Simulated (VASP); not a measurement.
# BaO: NMR shieldings, part 2 of 3

Wanted: the shieldings and field gradients at the nuclei of BaO. The cell is of the rock-salt type, one of the forms listed for this formula, which need not be the common one. The start is a cell from a database of measured crystal structures.

VASP 6.6.1, plane waves and PAW; the level of theory is named at each step.

So far. Step 2 (Ground state): The cell has a gap of 1.90 eV on this mesh and a pressure of +4.9 GPa, which holds the misfit of the given cell and coordinates with this functional, and any error of cutoff, mesh and data sets. Spin-orbit coupling is left out, which can shift or reorder these edges.

The database entry behind the starting cell differs from later determinations by our own check (about 0.7 % short), so it need not match the best structure at ambient conditions.

## 3. Shielding tensors

This step: chemical shifts by linear response (GIPAW), PBE; plane waves and PAW (Ba_sv, O) (VASP 6.6.1).

LCHIMAG computes the induced currents by linear response. It needs tightly converged orbitals and a cutoff well above the default; LEFG adds the field gradients at no cost.

The input, INCAR:

```
SYSTEM = BaO
PREC = Accurate
ENCUT = 560
EDIFF = 1E-09
NELM = 100
ISMEAR = 0
SIGMA = 0.01
LREAL = .FALSE.
ALGO = Normal
GGA = PE
NBANDS = 14
LWAVE = .FALSE.
LCHARG = .FALSE.
KPAR = 2
LCHIMAG = .TRUE.
LEFG = .TRUE.
DQ = 0.001
ICHIBARE = 1
LNMR_SYM_RED = .TRUE.
```

The input, POSCAR:

```
BaO
1.0
    0.0000000000      2.7500000000      2.7500000000
    2.7500000000      0.0000000000      2.7500000000
    2.7500000000      2.7500000000      0.0000000000
Ba O
1 1
Direct
    0.0000000000      0.0000000000      0.0000000000
    0.5000000000      0.5000000000      0.5000000000
```

The input, KPOINTS:

```
Automatic mesh
0
Gamma
12 12 12
0 0 0
```

Potentials, in the order of the species: Ba_sv and O (PBE family, release 64).

Started as:

```sh
mpirun -np 2 vasp_std
```

Output:

```text
[... set-up lines as in an earlier step ...]
 entering main loop
       N       E                     dE             d eps       ncg     rms          rms(c)
DAV:   1     0.861019748225E+02    0.86102E+02   -0.83126E+03  2016   0.112E+03
DAV:   2    -0.101501523005E+02   -0.96252E+02   -0.85843E+02  2768   0.217E+02
DAV:   3    -0.143411336853E+02   -0.41910E+01   -0.41622E+01  2530   0.467E+01
DAV:   4    -0.143977076216E+02   -0.56574E-01   -0.56559E-01  2368   0.540E+00
DAV:   5    -0.143990849197E+02   -0.13773E-02   -0.13773E-02  2466   0.698E-01    0.967E+00
DAV:   6    -0.120077928542E+02    0.23913E+01   -0.92986E+00  2070   0.238E+01    0.632E+00
DAV:   7    -0.117927142992E+02    0.21508E+00   -0.69553E-01  2142   0.678E+00    0.228E+00
DAV:   8    -0.117685861008E+02    0.24128E-01   -0.10136E-01  2442   0.337E+00    0.536E-01
DAV:   9    -0.117696340469E+02   -0.10479E-02   -0.89265E-03  2318   0.914E-01    0.167E-01
DAV:  10    -0.117708576098E+02   -0.12236E-02   -0.24553E-03  2100   0.417E-01    0.461E-02
DAV:  11    -0.117708282967E+02    0.29313E-04   -0.17896E-04  2442   0.132E-01    0.242E-02
DAV:  12    -0.117708330362E+02   -0.47395E-05   -0.28914E-05  2046   0.492E-02    0.446E-03
DAV:  13    -0.117708335964E+02   -0.56022E-06   -0.12485E-06  2590   0.924E-03    0.146E-03
DAV:  14    -0.117708337963E+02   -0.19988E-06   -0.41107E-07  2106   0.557E-03    0.765E-04
DAV:  15    -0.117708337781E+02    0.18181E-07   -0.31811E-08  2578   0.141E-03    0.149E-04
DAV:  16    -0.117708337681E+02    0.99294E-08   -0.21576E-09  2182   0.444E-04    0.671E-05
DAV:  17    -0.117708337702E+02   -0.20257E-08   -0.36130E-10  1344   0.186E-04    0.164E-05
DAV:  18    -0.117708337709E+02   -0.74579E-09   -0.33144E-11  1086   0.484E-05
ion   1
     0.0000000     0.0000000    -0.0000000    -0.0000000     0.0000000     0.0000000
     0.0000600     0.0000000    -0.0000000    -0.0000000     0.0000000     0.0000000
     0.0000826     0.0000000    -0.0000000    -0.0000000     0.0000000     0.0000000
     0.0001137     0.0000000    -0.0000000    -0.0000000     0.0000000     0.0000000
     0.0001566     0.0000000    -0.0000000    -0.0000000     0.0000000     0.0000000

     0.0000000     0.0000000     0.0000000    -0.0000000     0.0000000     0.0000000
     0.0000600     0.0000000     0.0000000    -0.0000000     0.0000000     0.0000000
     0.0000826     0.0000000     0.0000000    -0.0000000     0.0000000     0.0000000
     0.0001137     0.0000000     0.0000000    -0.0000000     0.0000000     0.0000000
     0.0001566     0.0000000     0.0000000    -0.0000000     0.0000000     0.0000000

ion   2
     0.0000000    -0.0000000    -0.0000000    -0.0000000    -0.0000000     0.0000000
     0.0000293    -0.0000000    -0.0000000    -0.0000000    -0.0000000     0.0000000
     0.0000403    -0.0000000    -0.0000000    -0.0000000    -0.0000000     0.0000000
     0.0000555    -0.0000000    -0.0000000    -0.0000000    -0.0000000     0.0000000
     0.0000765    -0.0000000    -0.0000000    -0.0000000    -0.0000000     0.0000000

     0.0000000    -0.0000000    -0.0000000    -0.0000000    -0.0000000     0.0000000
     0.0000293    -0.0000000    -0.0000000    -0.0000000    -0.0000000     0.0000000
     0.0000403    -0.0000000    -0.0000000    -0.0000000    -0.0000000     0.0000000
     0.0000555    -0.0000000    -0.0000000    -0.0000000    -0.0000000     0.0000000
     0.0000765    -0.0000000    -0.0000000    -0.0000000    -0.0000000     0.0000000

   1 F= -.11770834E+02 E0= -.11770834E+02  d E =-.239209E-24
DAV:   1    -0.120743717978E+03   -0.12074E+03    0.00000E+00     0   0.000E+00
DAV:   2    -0.120743717978E+03    0.00000E+00    0.00000E+00     0   0.000E+00
BDIR= 1  IDIR= 2  IQ= -1
DAV:   1    -0.241466051997E+03   -0.24147E+03   -0.78539E-03  2178   0.756E-01
DAV:   2    -0.241466109148E+03   -0.57150E-04   -0.57150E-04  2262   0.169E-01
DAV:   3    -0.241466109296E+03   -0.14810E-06   -0.14806E-06  2690   0.780E-03
DAV:   4    -0.241466109297E+03   -0.77267E-09   -0.79280E-09  2304   0.594E-04
       N       E                     dE             d eps       ncg     rms
RMM:   1    -0.576294633243E+02   -0.57629E+02   -0.10204E+02  3770   0.482E+01
RMM:   2    -0.599486775073E+02   -0.23192E+01   -0.45475E+00  4234   0.697E+00
RMM:   3    -0.601025182105E+02   -0.15384E+00   -0.22168E-01  4260   0.131E+00
RMM:   4    -0.601106421325E+02   -0.81239E-02   -0.22783E-02  4340   0.332E-01
RMM:   5    -0.601111239213E+02   -0.48179E-03   -0.77750E-04  4337   0.606E-02
RMM:   6    -0.601111465036E+02   -0.22582E-04   -0.68680E-05  4227   0.152E-02
RMM:   7    -0.601111478651E+02   -0.13615E-05   -0.34685E-06  4059   0.318E-03
RMM:   8    -0.601111479604E+02   -0.95265E-07   -0.36259E-07  3938   0.823E-04
RMM:   9    -0.601111479711E+02   -0.10661E-07   -0.37315E-08  3542   0.221E-04
RMM:  10    -0.601111479722E+02   -0.11671E-08   -0.46645E-09  2782   0.766E-05
RMM:  11    -0.601111479724E+02   -0.14521E-09   -0.57973E-10  2518   0.498E-05
BDIR= 1  IDIR= 2  IQ=  0
DAV:   1    -0.241487434231E+03   -0.24149E+03   -0.16028E-11  1086   0.315E-05
DAV:   2    -0.241487434232E+03   -0.30298E-10   -0.36593E-12  1056   0.115E-05
       N       E                     dE             d eps       ncg     rms
RMM:   1    -0.576626163140E+02   -0.57663E+02   -0.10227E+02  3768   0.483E+01
RMM:   3    -0.601480152403E+02   -0.14769E+00   -0.20337E-01  4230   0.130E+00
RMM:   4    -0.601560601991E+02   -0.80450E-02   -0.23322E-02  4298   0.335E-01
RMM:   5    -0.601565428990E+02   -0.48270E-03   -0.75284E-04  4253   0.606E-02
RMM:   6    -0.601565654308E+02   -0.22532E-04   -0.68263E-05  4115   0.153E-02
RMM:   7    -0.601565667799E+02   -0.13491E-05   -0.33851E-06  3965   0.318E-03
RMM:   8    -0.601565668723E+02   -0.92372E-07   -0.34609E-07  3825   0.805E-04
RMM:   9    -0.601565668817E+02   -0.94745E-08   -0.33724E-08  3430   0.209E-04
RMM:  10    -0.601565668827E+02   -0.99684E-09   -0.40273E-09  2634   0.701E-05
BDIR= 1  IDIR= 2  IQ=  1
DAV:   1    -0.241508317781E+03   -0.24151E+03   -0.78528E-03  2172   0.756E-01
DAV:   2    -0.241508375058E+03   -0.57277E-04   -0.57277E-04  2268   0.169E-01
DAV:   3    -0.241508375207E+03   -0.14857E-06   -0.14857E-06  2684   0.786E-03
DAV:   4    -0.241508375208E+03   -0.87215E-09   -0.86546E-09  2314   0.611E-04
       N       E                     dE             d eps       ncg     rms
RMM:   1    -0.576954736459E+02   -0.57695E+02   -0.10250E+02  3763   0.483E+01
RMM:   2    -0.600443180359E+02   -0.23488E+01   -0.46690E+00  4237   0.699E+00
RMM:   3    -0.601934571953E+02   -0.14914E+00   -0.20473E-01  4252   0.131E+00
RMM:   4    -0.602015358805E+02   -0.80787E-02   -0.23298E-02  4343   0.337E-01
[...]
RMM:   4    -0.549369010508E+02   -0.82067E-02   -0.22832E-02  4428   0.306E-01
RMM:   5    -0.549374000098E+02   -0.49896E-03   -0.13634E-03  4364   0.615E-02
RMM:   6    -0.549374489829E+02   -0.48973E-04   -0.16447E-04  4364   0.162E-02
RMM:   7    -0.549374540231E+02   -0.50402E-05   -0.17343E-05  4261   0.397E-03
RMM:   8    -0.549374546960E+02   -0.67286E-06   -0.25741E-06  4173   0.111E-03
RMM:   9    -0.549374547855E+02   -0.89561E-07   -0.31460E-07  3669   0.319E-04
RMM:  10    -0.549374547993E+02   -0.13719E-07   -0.57605E-08  2879   0.113E-04
RMM:  11    -0.549374548013E+02   -0.20325E-08   -0.68504E-09  2623   0.644E-05
RMM:  12    -0.549374548016E+02   -0.31272E-09   -0.14261E-09  2552   0.512E-05
BDIR= 3  IDIR= 1  IQ=  0
DAV:   1    -0.241487434232E+03   -0.24149E+03   -0.15979E-11  1086   0.315E-05
DAV:   2    -0.241487434231E+03    0.31832E-10   -0.36298E-12  1056   0.115E-05
       N       E                     dE             d eps       ncg     rms
RMM:   1    -0.528634830138E+02   -0.52863E+02   -0.78355E+01  3939   0.477E+01
RMM:   2    -0.548093507469E+02   -0.19459E+01   -0.65080E+00  4348   0.678E+00
RMM:   3    -0.549412718128E+02   -0.13192E+00   -0.26040E-01  4270   0.123E+00
RMM:   4    -0.549492902042E+02   -0.80184E-02   -0.22150E-02  4375   0.305E-01
RMM:   5    -0.549497722830E+02   -0.48208E-03   -0.13137E-03  4301   0.613E-02
RMM:   6    -0.549498176851E+02   -0.45402E-04   -0.15216E-04  4277   0.159E-02
RMM:   7    -0.549498224016E+02   -0.47165E-05   -0.16268E-05  4148   0.387E-03
RMM:   8    -0.549498230181E+02   -0.61651E-06   -0.23884E-06  4054   0.108E-03
RMM:   9    -0.549498231051E+02   -0.86928E-07   -0.30363E-07  3568   0.311E-04
RMM:  10    -0.549498231181E+02   -0.13028E-07   -0.55587E-08  2780   0.110E-04
RMM:  11    -0.549498231201E+02   -0.20457E-08   -0.68383E-09  2540   0.634E-05
RMM:  12    -0.549498231204E+02   -0.31031E-09   -0.14354E-09  2460   0.505E-05
BDIR= 3  IDIR= 1  IQ=  1
DAV:   1    -0.241467703855E+03   -0.24147E+03   -0.78996E-03  2268   0.757E-01
DAV:   2    -0.241467766781E+03   -0.62926E-04   -0.62926E-04  2190   0.169E-01
DAV:   3    -0.241467767077E+03   -0.29632E-06   -0.29629E-06  2838   0.847E-03
DAV:   4    -0.241467767079E+03   -0.21560E-08   -0.21736E-08  2190   0.666E-04
DAV:   5    -0.241467767079E+03   -0.68923E-10   -0.62631E-10  1816   0.750E-05
       N       E                     dE             d eps       ncg     rms
RMM:   1    -0.528688551442E+02   -0.52869E+02   -0.78387E+01  3940   0.477E+01
RMM:   2    -0.548199321524E+02   -0.19511E+01   -0.65366E+00  4343   0.678E+00
RMM:   3    -0.549529568524E+02   -0.13302E+00   -0.26363E-01  4302   0.123E+00
RMM:   4    -0.549610586846E+02   -0.81018E-02   -0.22393E-02  4426   0.305E-01
RMM:   5    -0.549615463625E+02   -0.48768E-03   -0.13305E-03  4363   0.610E-02
RMM:   6    -0.549615935126E+02   -0.47150E-04   -0.15822E-04  4361   0.161E-02
RMM:   7    -0.549615984817E+02   -0.49691E-05   -0.16995E-05  4252   0.393E-03
RMM:   8    -0.549615991368E+02   -0.65514E-06   -0.25333E-06  4155   0.112E-03
RMM:   9    -0.549615992297E+02   -0.92915E-07   -0.32418E-07  3667   0.324E-04
RMM:  10    -0.549615992437E+02   -0.14000E-07   -0.59695E-08  2878   0.113E-04
RMM:  11    -0.549615992459E+02   -0.22111E-08   -0.73924E-09  2604   0.647E-05
RMM:  12    -0.549615992463E+02   -0.33906E-09   -0.15729E-09  2525   0.514E-05
BDIR= 3  IDIR= 2  IQ= -1
DAV:   1    -0.241466051997E+03   -0.24147E+03   -0.78539E-03  2178   0.756E-01
DAV:   2    -0.241466109148E+03   -0.57150E-04   -0.57150E-04  2262   0.169E-01
DAV:   3    -0.241466109296E+03   -0.14805E-06   -0.14806E-06  2690   0.780E-03
DAV:   4    -0.241466109297E+03   -0.79103E-09   -0.79276E-09  2304   0.594E-04
       N       E                     dE             d eps       ncg     rms
RMM:   1    -0.612566504068E+02   -0.61257E+02   -0.11688E+02  3859   0.492E+01
RMM:   2    -0.644543989063E+02   -0.31977E+01   -0.95005E+00  4278   0.799E+00
RMM:   3    -0.646465487997E+02   -0.19215E+00   -0.32988E-01  4251   0.146E+00
RMM:   4    -0.646565607869E+02   -0.10012E-01   -0.26333E-02  4361   0.354E-01
RMM:   5    -0.646572796595E+02   -0.71887E-03   -0.18513E-03  4320   0.754E-02
RMM:   6    -0.646573405722E+02   -0.60913E-04   -0.18286E-04  4269   0.188E-02
RMM:   7    -0.646573460578E+02   -0.54856E-05   -0.17909E-05  4117   0.429E-03
RMM:   8    -0.646573467513E+02   -0.69350E-06   -0.26651E-06  4041   0.120E-03
RMM:   9    -0.646573468486E+02   -0.97258E-07   -0.33660E-07  3569   0.340E-04
RMM:  10    -0.646573468631E+02   -0.14517E-07   -0.61839E-08  2755   0.119E-04
RMM:  11    -0.646573468654E+02   -0.22890E-08   -0.76190E-09  2495   0.667E-05
RMM:  12    -0.646573468657E+02   -0.34751E-09   -0.16098E-09  2426   0.517E-05
BDIR= 3  IDIR= 2  IQ=  0
DAV:   1    -0.241487434231E+03   -0.24149E+03   -0.16153E-11  1086   0.315E-05
DAV:   2    -0.241487434231E+03    0.24045E-10   -0.33441E-12  1056   0.115E-05
       N       E                     dE             d eps       ncg     rms
RMM:   1    -0.612312115773E+02   -0.61231E+02   -0.11670E+02  3856   0.492E+01
RMM:   2    -0.644088262524E+02   -0.31776E+01   -0.93939E+00  4284   0.798E+00
RMM:   3    -0.645985846323E+02   -0.18976E+00   -0.32526E-01  4213   0.145E+00
RMM:   4    -0.646084882250E+02   -0.99036E-02   -0.26305E-02  4312   0.353E-01
RMM:   5    -0.646091608167E+02   -0.67259E-03   -0.17037E-03  4264   0.731E-02
RMM:   6    -0.646092178346E+02   -0.57018E-04   -0.17540E-04  4205   0.184E-02
RMM:   7    -0.646092230139E+02   -0.51793E-05   -0.17004E-05  4036   0.421E-03
RMM:   8    -0.646092236634E+02   -0.64947E-06   -0.24983E-06  3955   0.116E-03
RMM:   9    -0.646092237544E+02   -0.90990E-07   -0.31496E-07  3491   0.329E-04
RMM:  10    -0.646092237679E+02   -0.13490E-07   -0.57435E-08  2684   0.116E-04
RMM:  11    -0.646092237700E+02   -0.21117E-08   -0.70236E-09  2425   0.652E-05
RMM:  12    -0.646092237703E+02   -0.31720E-09   -0.14657E-09  2362   0.507E-05
BDIR= 3  IDIR= 2  IQ=  1
DAV:   1    -0.241508317781E+03   -0.24151E+03   -0.78528E-03  2172   0.756E-01
DAV:   2    -0.241508375058E+03   -0.57277E-04   -0.57277E-04  2268   0.169E-01
DAV:   3    -0.241508375207E+03   -0.14857E-06   -0.14857E-06  2684   0.786E-03
DAV:   4    -0.241508375208E+03   -0.84350E-09   -0.86546E-09  2314   0.611E-04
       N       E                     dE             d eps       ncg     rms
RMM:   1    -0.611680062153E+02   -0.61168E+02   -0.11614E+02  3850   0.492E+01
RMM:   2    -0.643601960128E+02   -0.31922E+01   -0.93708E+00  4284   0.799E+00
RMM:   3    -0.645496767928E+02   -0.18948E+00   -0.32724E-01  4252   0.145E+00
RMM:   4    -0.645597083608E+02   -0.10032E-01   -0.26864E-02  4358   0.352E-01
RMM:   5    -0.645603926548E+02   -0.68429E-03   -0.17453E-03  4309   0.732E-02
RMM:   6    -0.645604522512E+02   -0.59596E-04   -0.18546E-04  4271   0.184E-02
RMM:   7    -0.645604576420E+02   -0.53908E-05   -0.17726E-05  4104   0.420E-03
RMM:   8    -0.645604583403E+02   -0.69831E-06   -0.26637E-06  4044   0.117E-03
RMM:   9    -0.645604584332E+02   -0.92890E-07   -0.32344E-07  3555   0.331E-04
RMM:  10    -0.645604584473E+02   -0.14101E-07   -0.59143E-08  2753   0.118E-04
RMM:  11    -0.645604584493E+02   -0.20870E-08   -0.70006E-09  2499   0.657E-05
RMM:  12    -0.645604584497E+02   -0.31827E-09   -0.14508E-09  2420   0.510E-05
       N       E                     dE             d eps       ncg     rms
RLQ:   1    -0.487435599322E+00   -0.48744E+00   -0.13827E+00  3131   0.616E+00
RLQ:   2    -0.526053046835E+00   -0.38617E-01   -0.87304E-02  3753   0.682E-01
RLQ:   3    -0.528928128022E+00   -0.28751E-02   -0.67278E-03  3874   0.142E-01
RLQ:   4    -0.529046649133E+00   -0.11852E-03   -0.23416E-04  3746   0.287E-02
RLQ:   5    -0.529054431496E+00   -0.77824E-05   -0.25201E-05  3374   0.709E-03
RLQ:   6    -0.529054894784E+00   -0.46329E-06   -0.14779E-06  3044   0.142E-03
RLQ:   7    -0.529054937230E+00   -0.42445E-07   -0.14238E-07  2830   0.372E-04
RLQ:   8    -0.529054941626E+00   -0.43965E-08   -0.17040E-08  2450   0.119E-04
RLQ:   9    -0.529054942205E+00   -0.57929E-09   -0.21541E-09  2004   0.572E-05
```

It took 5.3 min on 2 MPI ranks of Intel Xeon 6975P-C (Granite Rapids), shared host; peak memory 0.79 GiB; 10 min of CPU time.

Parts of OUTCAR (step 3):

```text
The static configuration has the point symmetry O_h .

 Found     72 irreducible k-points:

   k-points           NKPTS =     72   k-points in BZ     NKDIM =     72   number of bands    NBANDS=     14

   ENCUT  =  560.0 eV  41.16 Ry    6.42 a.u.   7.50  7.50  7.50*2*pi/ulx,y,z

   NELECT =      16.0000    total number of electrons

  Total        1.2601756      1.2601756      1.2601756      0.0000000      0.0000000     -0.0000000
  in kB       48.5415410     48.5415410     48.5415410      0.0000000      0.0000000     -0.0000000
  external PRESSURE =      48.5415410 kB  Pullay stress =       0.0000000 kB

  energy-cutoff  :      560.00
  volume of cell :       41.59
      direct lattice vectors                 reciprocal lattice vectors
     0.000000000  2.750000000  2.750000000    -0.181818182  0.181818182  0.181818182
     2.750000000  0.000000000  2.750000000     0.181818182 -0.181818182  0.181818182
     2.750000000  2.750000000  0.000000000     0.181818182  0.181818182 -0.181818182

 POSITION                                       TOTAL-FORCE (eV/Angst)
 -----------------------------------------------------------------------------------
      0.00000      0.00000      0.00000        -0.000000      0.000000      0.000000
      2.75000      2.75000      2.75000         0.000000     -0.000000     -0.000000
 -----------------------------------------------------------------------------------
    total drift:                                0.000000      0.000000      0.000000

 Electric field gradients after diagonalization (V/A^2)
 (convention: |V_zz| > |V_xx| > |V_yy|)
----------------------------------------------------------------------
 ion       V_xx      V_yy      V_zz     asymmetry (V_yy - V_xx)/ V_zz
----------------------------------------------------------------------
   1       0.000     0.000    -0.000       0.000
   2       0.001     0.001    -0.002       0.000
----------------------------------------------------------------------

  ORBITAL MAGNETIC SUSCEPTIBILITY, excluding core contribution
 -------------------------------------------------------------
  Approximate magnetic susceptibility, pGv (10^-6 cm^3/mole)
     1        -19.302692          0.000000         -0.000000
     2          0.000000        -19.302692         -0.000000
     3         -0.000000          0.000000        -19.302692
 -------------------------------------------------------------
  Approximate magnetic susceptibility, vGv (10^-6 cm^3/mole)
     1        -13.442484         -0.000000          0.000000
     2          0.000000        -13.442484          0.000000
     3         -0.000000          0.000000        -13.442484

  CSA tensor (J. Mason, Solid State Nucl. Magn. Reson. 2, 285 (1993))
  for chemical shielding  (including the isotropic core contribution)

  BDIR labels direction of applied magnetic field (i.e. B0)
  For BDIR==1, B0 along x-axis, etc.
  Induced field listed along cartesian directions for each BDIR
 ------------------------------------------------------------------------------------------
                 EXCLUDING G=0 CONTRIBUTION              INCLUDING G=0 CONTRIBUTION
 ------------------------------------------------------------------------------------------
  ion  BDIR            X           Y           Z                X           Y           Z
          (   iso_shield        span        skew ) (   iso_shield        span        skew )
 ------------------------------------------------------------------------------------------
    1     1    4339.6466      0.0000      0.0000        4349.7419      0.0000      0.0000
          2      -0.0000   4339.6466     -0.0000          -0.0000   4349.7419     -0.0000
          3       0.0000      0.0000   4339.6466           0.0000      0.0000   4349.7419
          (    4339.6466      0.0000      0.0000 ) (    4349.7419      0.0000      0.0000 )

    2     1    -474.9554      0.0000     -0.0000        -464.8602      0.0000     -0.0000
          2       0.0000   -474.9554      0.0000           0.0000   -464.8602      0.0000
          3      -0.0000      0.0000   -474.9554          -0.0000      0.0000   -464.8602
          (    -474.9554      0.0000      0.0000 ) (    -464.8602      0.0000      0.0000 )
 ------------------------------------------------------------------------------------------

[... 4 parts as in an earlier step ...]

[... 2 further parts left out ...]
```

Spin-orbit coupling is left out, which changes shieldings on and beside heavy atoms by much.

This step gave:

```
Fermi energy                   : 2.097 eV
pressure                       : 4.854 GPa
gap on the k-mesh              : 1.899 eV
least direct gap on the k-mesh : 1.899 eV
```

Valence and core; the G = 0 term is that of a spherical sample. NMR shielding, by row:

```csv
atom,isotropic shielding (ppm),span (ppm),skew,isotropic shielding without the G = 0 term (ppm)
Ba1,4350,0,-,4340
O2,-464.9,0,-,-475
```

Ordered as |Vzz| ≥ |Vxx| ≥ |Vyy|, the program's way. Electric field gradients, by row:

| atom | Vxx (V/Å²) | Vyy (V/Å²) | Vzz (V/Å²) | asymmetry |
| --- | --- | --- | --- | --- |
| Ba1 | 0 | 0 | 0 | - |
| O2 | 0.001 | 0.001 | -0.002 | - |

[end of part 2 of 3]

[Lines on the potential files, build, host, timing and source positions are cut from VASP's logs without a mark.]

[Logs are printed without paths, hosts, clocks, repeated set-up lines and the standing remarks that a program may print on its own settings, such as how far it seeks lower states.]

[Hosts, paths, dates, database ids (printed as entryN), source tags and the programs' standing remarks are cut or masked in the printed files.]
